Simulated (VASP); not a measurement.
A run of VASP 6.6.1 is set up as follows.

The input POSCAR:

```
KCl
1.0
    0.0000000000      3.1464700000      3.1464700000
    3.1464700000      0.0000000000      3.1464700000
    3.1464700000      3.1464700000      0.0000000000
K Cl
1 1
Direct
    0.0000000000      0.0000000000      0.0000000000
    0.5000000000      0.5000000000      0.5000000000
```

Contents of INCAR.step1:

```
PREC = Accurate
ENCUT = 520
ISMEAR = 0
SIGMA = 0.01
LREAL = F
LASPH = T
NELM = 60
ISYM = 0
NBANDS = 15
GGA = PE
ALGO = Normal
EDIFF = 1E-4
LWAVE = T
LCHARG = F
```

The input INCAR.step2:

```
PREC = Accurate
ENCUT = 520
EDIFF = 1E-6
ISMEAR = 0
SIGMA = 0.01
LREAL = F
LASPH = T
NELM = 60
ALGO = Normal
ISIF = 2
LWAVE = F
LCHARG = F
METAGGA = R2SCAN
LMIXTAU = T
ISYM = 0
NBANDS = 15
ISTART = 1
```

KPOINTS

```
Automatic mesh
0
Gamma
  6 6 6
  0.5 0.5 0.5
```

Potentials or basis: VASP PAW PBE potentials, release 64 (K_sv, Cl).

Command:

```sh
$ cat potpaw_PBE.64/K_sv/POTCAR potpaw_PBE.64/Cl/POTCAR > POTCAR
$ cp INCAR.step1 INCAR
$ mpirun -np 1 vasp_std > vasp.out
$ cp INCAR.step2 INCAR
$ mpirun -np 1 vasp_std > vasp.out
```

Q: Estimate the pressure.

A: 0.0 GPa.

Q: Predict the band gap on the k mesh.

A: 6.02 eV.

Caveat: the PAW data sets were made with another functional, which shifts forces and pressure a little; a shifted mesh leaves out Γ, where band edges can lie.

**The experiment to reproduce.**

A printed reference work, monograph reports, for a bulk crystal of KCl: band gap 8.68 eV.

Against the measured gap of KCl, 8.68 eV (a printed reference work, monograph), the calculated 6.02 eV is off by -2.66 eV. The value is that of r2SCAN on a finite k mesh, which can miss the band edges, without temperature or zero-point motion.
